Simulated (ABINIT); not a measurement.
# Ag (P6_3/mmc) in ABINIT: settings compared

The runs below take Ag through single point, with PW91, WC.

All numbers are computed with ABINIT 10.8.3 (patched build); they aren't measurements. Logs are shortened: lines on timing, memory, paths and dates and some standing lists are left out, and cuts for length are marked. The log counts tension as positive stress, the text compression.

## Step 1: The structure

The structure is hexagonal, space group P6_3/mmc (No. 194). Conventional cell: a = 2.930 Å, b = 2.930 Å, c = 4.790 Å, α = 90.00°, β = 90.00°, γ = 120.00°. Ag (site symmetry -6m2) is surrounded by 12 Ag at 2.93 Å.

This isn't the form of Ag at room conditions, which is fcc.

## Step 2: Single point, PW91

Contents of run.abi:

```
# Pseudopotentials
pp_dirpath "./"
pseudos "Ag.GGA_PBE-JTH.xml"

# Structure
acell 3*1.0 Angstrom
rprim
     2.9300000000     0.0000000000     0.0000000000
    -1.4650000000     2.5374544331     0.0000000000
     0.0000000000     0.0000000000     4.7900000000
ntypat 1
znucl 47
natom 2
typat 1 1
xred
     0.6666666667     0.3333333333     0.7500000000
     0.3333333333     0.6666666667     0.2500000000

# Plane-wave basis
ecut 20.0
pawecutdg 40.0
pawxcdev 0

# k points
kptopt 1
ngkpt 10 10 6
nshiftk 1
shiftk 0.0 0.0 0.0

# Exchange and correlation
ixc -109134

# Bands and occupations
nband 15
occopt 3
tsmear 0.05 eV

# SCF cycle
nstep 100
tolvrs 1.0e-9

# Output
iomode 3
prtwf 0
prtden 0
prteig 0
prtebands 0
enunit 1
```

Potentials or basis: JTH PAW PBE v2.0.

The run is started by

```sh
$ abinit run.abi > log 2>&1
```

run.abo:

```text
.Version 10.8.3 of ABINIT
 Symmetries : space group P6_3/m m c (#194); Bravais hP (primitive hexag.)
================================================================================
 Values of the parameters that define the memory need of the present run
     intxc =       0    ionmov =       0      iscf =      17    lmnmax =      18
     lnmax =       6     mgfft =      40  mpssoang =       3    mqgrid =    3001
     natom =       2  nloc_mem =       2    nspden =       1   nspinor =       1
    nsppol =       1      nsym =      24    n1xccc =       1    ntypat =       1
    occopt =       3   xclevel =       2
       mpw =        1051          nfft =       23040          nkpt =          56
 PAW method is used; the additional fine FFT grid is defined by:
   mgfftf=        54    nfftf =     55296
================================================================================
================================================================================

--------------------------------------------------------------------------------
------------- Echo of variables that govern the present computation ------------
--------------------------------------------------------------------------------
 -outvars: echo values of preprocessed input variables --------
            acell      1.8897261259E+00  1.8897261259E+00  1.8897261259E+00 Bohr
              amu      1.07868200E+02
             ecut      2.00000000E+01 Hartree
           enunit           1
                       outvar_i_n : Printing only first  50 k-points.
              ixc     -109134
                       outvar_i_n : Printing only first  50 k-points.
         kptrlatt       10    0    0      0   10    0      0    0    6
          kptrlen      5.43107289E+01
            natom           2
            nband          15
            ngfft          24      24      40
          ngfftdg          32      32      54
             nkpt          56
            nstep         100
             nsym          24
           ntypat           1
                       prtocc : prtvol=0, do not print more k-points.
           occopt           3
        pawecutdg      4.00000000E+01 Hartree
         pawxcdev           0
           prtden           0
        prtebands           0
           prteig           0
            prtwf           0
            rprim      2.9300000000E+00  0.0000000000E+00  0.0000000000E+00
                      -1.4650000000E+00  2.5374544331E+00  0.0000000000E+00
                       0.0000000000E+00  0.0000000000E+00  4.7900000000E+00
          spgroup         194
           tolvrs      1.00000000E-09
           tsmear      1.83746611E-03 Hartree
            typat      1  1
           useylm           1
                       outvars : Printing only first  50 k-points.
           xangst      1.4650000000E+00  8.4581814437E-01  3.5925000000E+00
                       1.2158578251E-17  1.6916362887E+00  1.1975000000E+00
            xcart      2.7684487745E+00  1.5983646452E+00  6.7888411073E+00
                       2.2976382975E-17  3.1967292904E+00  2.2629470358E+00
             xred      6.6666666667E-01  3.3333333333E-01  7.5000000000E-01
                       3.3333333333E-01  6.6666666667E-01  2.5000000000E-01
            znucl       47.00000

================================================================================

 chkinp: Checking input parameters for consistency.

================================================================================
== DATASET  1 ==================================================================

--- !DatasetInfo
iteration_state: {dtset: 1, }
dimensions: {natom: 2, nkpt: 56, mband: 15, nsppol: 1, nspinor: 1, nspden: 1, mpw: 1051, }
cutoff_energies: {ecut:  20.0, pawecutdg:  40.0, }
electrons: {nelect:   2.20000000E+01, charge:   0.00000000E+00, occopt:   3.00000000E+00, tsmear:   1.83746611E-03, }
meta: {optdriver: 0, ionmov: 0, optcell: 0, iscf: 17, paral_kgb: 0, }
...

 Real(R)+Recip(G) space primitive vectors, cartesian coordinates (Bohr,Bohr^-1):
 R(1)=  5.5368975  0.0000000  0.0000000  G(1)=  0.1806066  0.1042732  0.0000000
 R(2)= -2.7684488  4.7950939  0.0000000  G(2)=  0.0000000  0.2085465  0.0000000
 R(3)=  0.0000000  0.0000000  9.0517881  G(3)=  0.0000000  0.0000000  0.1104754
 Unit cell volume ucvol=  2.4032447E+02 bohr^3
 Angles (23,13,12)=  9.00000000E+01  9.00000000E+01  1.20000000E+02 degrees

 Coarse grid specifications (used for wave-functions):

 getcut: wavevector=  0.0000  0.0000  0.0000  ngfft=  24  24  40
         ecut(hartree)=     20.000   => boxcut(ratio)=   2.15310

 Fine grid specifications (used for densities):

 getcut: wavevector=  0.0000  0.0000  0.0000  ngfft=  32  32  54
         ecut(hartree)=     40.000   => boxcut(ratio)=   2.02996

--- Pseudopotential description ------------------------------------------------
- pspini: atom type   1  psp file is ./Ag.GGA_PBE-JTH.xml
 Pseudopotential format is: paw10
 basis_size (lnmax)=  6 (lmn_size= 18), orbitals=   0   0   1   1   2   2
 Spheres core radius: rc_sph= 2.51516130
 Shapefunction is BESSEL type: shapef(r,l)=aa(1,l)*jl(q(1,l)*r)+aa(2,l)*jl(q(2,l)*r)
 Radius for shape functions =  2.20290272
 Compensation charge density is not taken into account in XC energy/potential

   1.77930984E+03                                ecore*ucvol(ha*bohr**3)
--------------------------------------------------------------------------------

================================================================================

--- !BeginCycle
iteration_state: {dtset: 1, }
solver: {iscf: 17, nstep: 100, nline: 4, wfoptalg: 10, }
tolerances: {tolvrs: 1.00E-09, }
...

     iter   Etot(hartree)      deltaE(h)  residm     nres2
 ETOT  1  -76.503013947380    -7.650E+01 4.330E-01 6.057E+00
 ETOT  2  -76.534694474021    -3.168E-02 3.616E-03 1.069E+00
 ETOT  3  -76.529908911059     4.786E-03 2.041E-03 1.661E-02
 ETOT  4  -76.529853172718     5.574E-05 3.290E-04 1.822E-03
 ETOT  5  -76.529845860166     7.313E-06 2.051E-04 3.032E-04
 ETOT  6  -76.529844856938     1.003E-06 3.665E-05 2.354E-07
 ETOT  7  -76.529844859161    -2.222E-09 9.152E-05 9.785E-09
 ETOT  8  -76.529844859217    -5.615E-11 1.492E-05 8.643E-09
 ETOT  9  -76.529844859174     4.266E-11 3.364E-05 2.873E-11

 At SCF step    9       nres2   =  2.87E-11 < tolvrs=  1.00E-09 =>converged.

 Cartesian components of stress tensor (hartree/bohr^3)
  sigma(1 1)= -2.17127178E-05  sigma(3 2)=  0.00000000E+00
  sigma(2 2)= -2.17127181E-05  sigma(3 1)=  0.00000000E+00
  sigma(3 3)=  3.11698007E-07  sigma(2 1)=  0.00000000E+00

--- !ResultsGS
iteration_state: {dtset: 1, }
comment   : Summary of ground state results
lattice_vectors:
- [  5.5368975,   0.0000000,   0.0000000, ]
- [ -2.7684488,   4.7950939,   0.0000000, ]
- [  0.0000000,   0.0000000,   9.0517881, ]
lattice_lengths: [   5.53690,    5.53690,    9.05179, ]
lattice_angles: [ 90.000,  90.000, 120.000, ] # degrees, (23, 13, 12)
lattice_volume:   2.4032447E+02
convergence: {deltae:  4.266E-11, res2:  2.873E-11, residm:  3.364E-05, diffor: null, }
etotal    :  -7.65298449E+01
entropy   :   0.00000000E+00
fermie    :   1.24679780E-01
cartesian_stress_tensor: # hartree/bohr^3
- [ -2.17127178E-05,   0.00000000E+00,   0.00000000E+00, ]
- [  0.00000000E+00,  -2.17127181E-05,   0.00000000E+00, ]
- [  0.00000000E+00,   0.00000000E+00,   3.11698007E-07, ]
pressure_GPa:   4.2282E-01
xred      :
- [  6.6667E-01,   3.3333E-01,   7.5000E-01, Ag]
- [  3.3333E-01,   6.6667E-01,   2.5000E-01, Ag]
cartesian_forces: # hartree/bohr
- [ -4.27420355E-30,  -2.06739475E-29,  -0.00000000E+00, ]
- [  4.27420355E-30,   2.06739475E-29,  -0.00000000E+00, ]
force_length_stats: {min:   2.11111564E-29, max:   2.11111564E-29, mean:   2.11111564E-29, }
...

 Integrated electronic density in atomic spheres:
 ------------------------------------------------
 Atom  Sphere_radius  Integrated_density
    1        2.51516          9.78004589
    2        2.51516          9.78004589

================================================================================

 ----iterations are completed or convergence reached----

 Mean square residual over all n,k,spin=   71.399E-09; max=  33.636E-06
 reduced coordinates (array xred) for    2 atoms
       0.666666666667      0.333333333333      0.750000000000
       0.333333333333      0.666666666667      0.250000000000
 rms dE/dt=  5.2294E-29; max dE/dt=  8.7301E-29; dE/dt below (all hartree)
    1       0.000000000000      0.000000000000      0.000000000000
    2      -0.000000000000     -0.000000000000      0.000000000000

 cartesian coordinates (angstrom) at end:
    1      1.46500000000000     0.84581814436667     3.59250000000000
    2      0.00000000000000     1.69163628873333     1.19750000000000

 cartesian forces (hartree/bohr) at end:
    1     -0.00000000000000    -0.00000000000000    -0.00000000000000
    2      0.00000000000000     0.00000000000000    -0.00000000000000
 frms,max,avg= 1.2188532E-29 2.0673948E-29   0.000E+00  0.000E+00  0.000E+00 h/b

 cartesian forces (eV/Angstrom) at end:
    1     -0.00000000000000    -0.00000000000000    -0.00000000000000
    2      0.00000000000000     0.00000000000000    -0.00000000000000
 frms,max,avg= 6.2675951E-28 1.0630971E-27   0.000E+00  0.000E+00  0.000E+00 e/A
 length scales=  1.889726125908  1.889726125908  1.889726125908 bohr
              =  1.000000000000  1.000000000000  1.000000000000 angstroms
 Fermi (or HOMO) energy (eV) =   3.39271   Average Vxc (eV)= -12.08661
 Eigenvalues (   eV  ) for nkpt=  56  k points:
 kpt#   1, nband= 15, wtk=  0.00167, kpt=  0.0000  0.0000  0.0000 (reduced coord)
  -4.05862   -2.74102   -1.27488   -1.17917   -1.17917   -0.96072   -0.96072   -0.63536
  -0.63536    0.30304    0.30304    3.13681    6.71769   19.48136   21.31665
 prteigrs : prtvol=0 or 1, do not print more k-points.

--- !EnergyTerms
iteration_state     : {dtset: 1, }
comment             : Components of total free energy in Hartree
kinetic             :  2.01940602578663E+01
hartree             :  1.26411423715341E+01
xc                  : -2.46174636779140E+01
Ewald energy        : -7.08193476581685E+01
psp_core            :  7.40378146716386E+00
local_psp           : -3.21821821490022E+01
PAW spherical_terms :  1.08503597514666E+01
internal            : -7.65296496370538E+01
'-kT*entropy'       : -1.94331521076354E-04
total_energy        : -7.65298439685749E+01
total_energy_eV     : -2.08248314357355E+03
...

--- !EnergyTermsDC
iteration_state     : {dtset: 1, }
comment             : '"Double-counting" decomposition of free energy'
band_energy         : -6.53057418617737E-01
Ewald energy        : -7.08193476581685E+01
psp_core            :  7.40378146716386E+00
xc_dc               : -2.94882725017989E+01
PAW spherical_terms :  1.70272455837683E+01
internal            : -7.65296505276530E+01
'-kT*entropy'       : -1.94331521076354E-04
total_energy_dc     : -7.65298448591741E+01
total_energy_dc_eV  : -2.08248316780799E+03
...

--- !EnergyTermsWithPAWCore
iteration_state     : {dtset: 1, }
comment             : 'Components of total free energy, including PAW core contributions'
Total energy        : -1.06339247696342E+04
Total energy DC     : -1.06339247705248E+04
Total energy (eV)   : -2.89363834217220E+05
Total energy DC (eV): -2.89363834241454E+05
...

 Cartesian components of stress tensor (hartree/bohr^3)
  sigma(1 1)= -2.17127178E-05  sigma(3 2)=  0.00000000E+00
  sigma(2 2)= -2.17127181E-05  sigma(3 1)=  0.00000000E+00
  sigma(3 3)=  3.11698007E-07  sigma(2 1)=  0.00000000E+00

-Cartesian components of stress tensor (GPa)         [Pressure=  4.2282E-01 GPa]
- sigma(1 1)= -6.38810212E-01  sigma(3 2)=  0.00000000E+00
- sigma(2 2)= -6.38810220E-01  sigma(3 1)=  0.00000000E+00
- sigma(3 3)=  9.17047198E-03  sigma(2 1)=  0.00000000E+00

== END DATASET(S) ==============================================================
================================================================================

 -outvars: echo values of variables after computation  --------
            acell      1.8897261259E+00  1.8897261259E+00  1.8897261259E+00 Bohr
           etotal     -7.6529844859E+01
            fcart     -4.2742035495E-30 -2.0673947530E-29 -0.0000000000E+00
                       4.2742035495E-30  2.0673947530E-29 -0.0000000000E+00
            rprim      2.9300000000E+00  0.0000000000E+00  0.0000000000E+00
                      -1.4650000000E+00  2.5374544331E+00  0.0000000000E+00
                       0.0000000000E+00  0.0000000000E+00  4.7900000000E+00
           strten     -2.1712717780E-05 -2.1712718061E-05  3.1169800706E-07
                       0.0000000000E+00  0.0000000000E+00  0.0000000000E+00
           xangst      1.4650000000E+00  8.4581814437E-01  3.5925000000E+00
                       1.2158578251E-17  1.6916362887E+00  1.1975000000E+00
             xred      6.6666666667E-01  3.3333333333E-01  7.5000000000E-01
                       3.3333333333E-01  6.6666666667E-01  2.5000000000E-01
 Calculation completed.
```

It took 25 s on 1 thread of Arm Neoverse V1, shared host; peak memory 0.12 GiB.

What came out:

| Item | Value |
| --- | --- |
| Free energy | -2082.4832 eV |
| Pressure | 0.4 GPa |
| Band gap on the k mesh | none (metal or under the smearing width) |
| Valence electrons inside the program's atomic spheres | Ag 9.78 (radii [1.331] Å) |

Stress tensor (GPa, compression positive):
```
 0.64  0.00  0.00
 0.00  0.64  0.00
 0.00  0.00 -0.01
```

Levels at points of the mesh, in eV from the Fermi level:
| k point | band 7 | band 8 | band 9 | band 10 | band 11 | band 12 | band 13 | band 14 | band 15 |
| --- | --- | --- | --- | --- | --- | --- | --- | --- | --- |
| (0.00, 0.00, 0.00) | -4.35 | -4.03 | -4.03 | -3.09 | -3.09 | -0.26 | 3.32 | 16.09 | 17.92 |
| (0.50, 0.00, 0.00) | -3.71 | -2.97 | -2.92 | -2.84 | 0.14 | 1.45 | 6.72 | 7.00 | 9.00 |
| (0.00, 0.00, 0.50) | -4.39 | -4.39 | -3.38 | -3.38 | -3.38 | -3.38 | 10.86 | 10.86 | 16.46 |
| (0.50, 0.00, 0.50) | -3.13 | -3.13 | -2.89 | -2.89 | 0.84 | 0.84 | 4.33 | 4.33 | 13.38 |

Caveat: the PAW data sets were made with another functional, which shifts forces and pressure a little.

## Step 3: Single point, WC

run.abi: that of step 2 with these lines changed.

```diff
@@ -30,3 +30,3 @@
 # Exchange and correlation
-ixc -109134
+ixc 23
```

Potentials or basis: JTH PAW PBE v2.0.

The run is started by

```sh
$ abinit run.abi > log 2>&1
```

run.abo:

```text
.Version 10.8.3 of ABINIT
 Symmetries : space group P6_3/m m c (#194); Bravais hP (primitive hexag.)
================================================================================
 Values of the parameters that define the memory need of the present run
     intxc =       0    ionmov =       0      iscf =      17    lmnmax =      18
     lnmax =       6     mgfft =      40  mpssoang =       3    mqgrid =    3001
     natom =       2  nloc_mem =       2    nspden =       1   nspinor =       1
    nsppol =       1      nsym =      24    n1xccc =       1    ntypat =       1
    occopt =       3   xclevel =       2
       mpw =        1051          nfft =       23040          nkpt =          56
 PAW method is used; the additional fine FFT grid is defined by:
   mgfftf=        54    nfftf =     55296
================================================================================
================================================================================

--------------------------------------------------------------------------------
------------- Echo of variables that govern the present computation ------------
[... 232 lines left out ...]
- sigma(2 2)=  5.36581433E+00  sigma(3 1)=  0.00000000E+00
- sigma(3 3)=  5.98530677E+00  sigma(2 1)=  0.00000000E+00

== END DATASET(S) ==============================================================
================================================================================

 -outvars: echo values of variables after computation  --------
            acell      1.8897261259E+00  1.8897261259E+00  1.8897261259E+00 Bohr
           etotal     -7.6498210175E+01
            fcart     -9.1183009055E-30 -1.2283724792E-29 -0.0000000000E+00
                       9.1183009055E-30  1.2283724792E-29 -0.0000000000E+00
            rprim      2.9300000000E+00  0.0000000000E+00  0.0000000000E+00
                      -1.4650000000E+00  2.5374544331E+00  0.0000000000E+00
                       0.0000000000E+00  0.0000000000E+00  4.7900000000E+00
           strten      1.8238032225E-04  1.8238032197E-04  2.0343644218E-04
                       0.0000000000E+00  0.0000000000E+00  0.0000000000E+00
           xangst      1.4650000000E+00  8.4581814437E-01  3.5925000000E+00
                       1.2158578251E-17  1.6916362887E+00  1.1975000000E+00
             xred      6.6666666667E-01  3.3333333333E-01  7.5000000000E-01
                       3.3333333333E-01  6.6666666667E-01  2.5000000000E-01
 Calculation completed.
```

It took 22 s on 1 thread of Arm Neoverse V1, shared host; peak memory 0.12 GiB.

Results:

* Free energy: -2081.6223 eV
* Pressure: -5.6 GPa
* Band gap on the k mesh: none (metal or under the smearing width)
* Valence electrons inside the program's atomic spheres: Ag 9.77 (radii [1.331] Å)

Caveat: the PAW data sets were made with another functional, which shifts forces and pressure a little.
